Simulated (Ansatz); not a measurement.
# SiC: the cost of one run

Program: Ansatz 0.2.0. Level of theory: DFT PBE, scalar-relativistic, plane waves, PAW. These are calculated values, not measurements.

## (1) Starting point

Symmetry: F-43m, No. 216, cubic system. The conventional cell has a = 4.358 Å, b = 4.358 Å, c = 4.358 Å, α = 90.00°, β = 90.00°, γ = 90.00°. Si (site symmetry -43m) is surrounded by 4 C at 1.89 Å. C (site symmetry -43m) is surrounded by 4 Si at 1.89 Å.

Structure file:

```cif
data_structure
_symmetry_space_group_name_H-M 'P 1'
_symmetry_Int_Tables_number 1
_cell_length_a 9.2447
_cell_length_b 9.2447
_cell_length_c 9.2447
_cell_angle_alpha 60.000
_cell_angle_beta 60.000
_cell_angle_gamma 60.000
_cell_volume 558.68
loop_
_atom_site_label
_atom_site_type_symbol
_atom_site_fract_x
_atom_site_fract_y
_atom_site_fract_z
_atom_site_occupancy
Si1 Si 0.00000 0.00000 0.00000 1
Si2 Si 0.00000 0.00000 0.33333 1
Si3 Si 0.00000 0.00000 0.66667 1
Si4 Si 0.00000 0.33333 0.00000 1
Si5 Si 0.00000 0.33333 0.33333 1
Si6 Si 0.00000 0.33333 0.66667 1
Si7 Si 0.00000 0.66667 0.00000 1
Si8 Si 0.00000 0.66667 0.33333 1
Si9 Si 0.00000 0.66667 0.66667 1
Si10 Si 0.33333 0.00000 0.00000 1
Si11 Si 0.33333 0.00000 0.33333 1
Si12 Si 0.33333 0.00000 0.66667 1
Si13 Si 0.33333 0.33333 0.00000 1
Si14 Si 0.33333 0.33333 0.33333 1
Si15 Si 0.33333 0.33333 0.66667 1
Si16 Si 0.33333 0.66667 0.00000 1
Si17 Si 0.33333 0.66667 0.33333 1
Si18 Si 0.33333 0.66667 0.66667 1
Si19 Si 0.66667 0.00000 0.00000 1
Si20 Si 0.66667 0.00000 0.33333 1
Si21 Si 0.66667 0.00000 0.66667 1
Si22 Si 0.66667 0.33333 0.00000 1
Si23 Si 0.66667 0.33333 0.33333 1
Si24 Si 0.66667 0.33333 0.66667 1
Si25 Si 0.66667 0.66667 0.00000 1
Si26 Si 0.66667 0.66667 0.33333 1
Si27 Si 0.66667 0.66667 0.66667 1
C1 C 0.08333 0.08333 0.08333 1
C2 C 0.08333 0.08333 0.41667 1
C3 C 0.08333 0.08333 0.75000 1
C4 C 0.08333 0.41667 0.08333 1
C5 C 0.08333 0.41667 0.41667 1
C6 C 0.08333 0.41667 0.75000 1
C7 C 0.08333 0.75000 0.08333 1
C8 C 0.08333 0.75000 0.41667 1
C9 C 0.08333 0.75000 0.75000 1
C10 C 0.41667 0.08333 0.08333 1
C11 C 0.41667 0.08333 0.41667 1
C12 C 0.41667 0.08333 0.75000 1
C13 C 0.41667 0.41667 0.08333 1
C14 C 0.41667 0.41667 0.41667 1
C15 C 0.41667 0.41667 0.75000 1
C16 C 0.41667 0.75000 0.08333 1
C17 C 0.41667 0.75000 0.41667 1
C18 C 0.41667 0.75000 0.75000 1
C19 C 0.75000 0.08333 0.08333 1
C20 C 0.75000 0.08333 0.41667 1
C21 C 0.75000 0.08333 0.75000 1
C22 C 0.75000 0.41667 0.08333 1
C23 C 0.75000 0.41667 0.41667 1
C24 C 0.75000 0.41667 0.75000 1
C25 C 0.75000 0.75000 0.08333 1
C26 C 0.75000 0.75000 0.41667 1
C27 C 0.75000 0.75000 0.75000 1
```

The runs take a perfect supercell of 54 atoms; the defect goes to fractional position (0.000, 0.000, 0.000).

## (2) The perfect supercell

Input file input.yaml:

```yaml
crystal:
  lattice:
    - [0.0, 6.537, 6.537]
    - [6.537, 0.0, 6.537]
    - [6.537, 6.537, 0.0]
  atoms:
    - { symbol: Si, position: [0.0, 0.0, 0.0] }
    - { symbol: Si, position: [0.0, 0.0, 0.333333] }
    - { symbol: Si, position: [0.0, 0.0, 0.666667] }
    - { symbol: Si, position: [0.0, 0.333333, 0.0] }
    - { symbol: Si, position: [0.0, 0.333333, 0.333333] }
    - { symbol: Si, position: [0.0, 0.333333, 0.666667] }
    - { symbol: Si, position: [0.0, 0.666667, 0.0] }
    - { symbol: Si, position: [0.0, 0.666667, 0.333333] }
    - { symbol: Si, position: [0.0, 0.666667, 0.666667] }
    - { symbol: Si, position: [0.333333, 0.0, 0.0] }
    - { symbol: Si, position: [0.333333, 0.0, 0.333333] }
    - { symbol: Si, position: [0.333333, 0.0, 0.666667] }
    - { symbol: Si, position: [0.333333, 0.333333, 0.0] }
    - { symbol: Si, position: [0.333333, 0.333333, 0.333333] }
    - { symbol: Si, position: [0.333333, 0.333333, 0.666667] }
    - { symbol: Si, position: [0.333333, 0.666667, 0.0] }
    - { symbol: Si, position: [0.333333, 0.666667, 0.333333] }
    - { symbol: Si, position: [0.333333, 0.666667, 0.666667] }
    - { symbol: Si, position: [0.666667, 0.0, 0.0] }
    - { symbol: Si, position: [0.666667, 0.0, 0.333333] }
    - { symbol: Si, position: [0.666667, 0.0, 0.666667] }
    - { symbol: Si, position: [0.666667, 0.333333, 0.0] }
    - { symbol: Si, position: [0.666667, 0.333333, 0.333333] }
    - { symbol: Si, position: [0.666667, 0.333333, 0.666667] }
    - { symbol: Si, position: [0.666667, 0.666667, 0.0] }
    - { symbol: Si, position: [0.666667, 0.666667, 0.333333] }
    - { symbol: Si, position: [0.666667, 0.666667, 0.666667] }
    - { symbol: C, position: [0.083333, 0.083333, 0.083333] }
    - { symbol: C, position: [0.083333, 0.083333, 0.416667] }
    - { symbol: C, position: [0.083333, 0.083333, 0.75] }
    - { symbol: C, position: [0.083333, 0.416667, 0.083333] }
    - { symbol: C, position: [0.083333, 0.416667, 0.416667] }
    - { symbol: C, position: [0.083333, 0.416667, 0.75] }
    - { symbol: C, position: [0.083333, 0.75, 0.083333] }
    - { symbol: C, position: [0.083333, 0.75, 0.416667] }
    - { symbol: C, position: [0.083333, 0.75, 0.75] }
    - { symbol: C, position: [0.416667, 0.083333, 0.083333] }
    - { symbol: C, position: [0.416667, 0.083333, 0.416667] }
    - { symbol: C, position: [0.416667, 0.083333, 0.75] }
    - { symbol: C, position: [0.416667, 0.416667, 0.083333] }
    - { symbol: C, position: [0.416667, 0.416667, 0.416667] }
    - { symbol: C, position: [0.416667, 0.416667, 0.75] }
    - { symbol: C, position: [0.416667, 0.75, 0.083333] }
    - { symbol: C, position: [0.416667, 0.75, 0.416667] }
    - { symbol: C, position: [0.416667, 0.75, 0.75] }
    - { symbol: C, position: [0.75, 0.083333, 0.083333] }
    - { symbol: C, position: [0.75, 0.083333, 0.416667] }
    - { symbol: C, position: [0.75, 0.083333, 0.75] }
    - { symbol: C, position: [0.75, 0.416667, 0.083333] }
    - { symbol: C, position: [0.75, 0.416667, 0.416667] }
    - { symbol: C, position: [0.75, 0.416667, 0.75] }
    - { symbol: C, position: [0.75, 0.75, 0.083333] }
    - { symbol: C, position: [0.75, 0.75, 0.416667] }
    - { symbol: C, position: [0.75, 0.75, 0.75] }
basis:
  ecutwfc: 420
  fft_grid_basis: typed
kpoints:
  mp_grid: { grid: [2, 2, 2] }
hamiltonian:
  xc: pbe
  pseudopotentials: { kind: paw }
scf:
  occupations: { method: gaussian, width: 0.05 }
output:
  forces: true
  stress: false
  eigenvalues: true
  bader: false
  write_density: true
  volumetric_format: npy
```

Launch:

```bash
$ ansatz run input.yaml --threads 4 --pin off --max-ram 10240MiB --backend cpu --events-out ev --progress --plain --runs-dir out
```

What time and memory should one allow on 4 threads of Intel Xeon Platinum 8488C (Sapphire Rapids), shared host?

About 2.2 s, with a peak of 1.7 GiB.
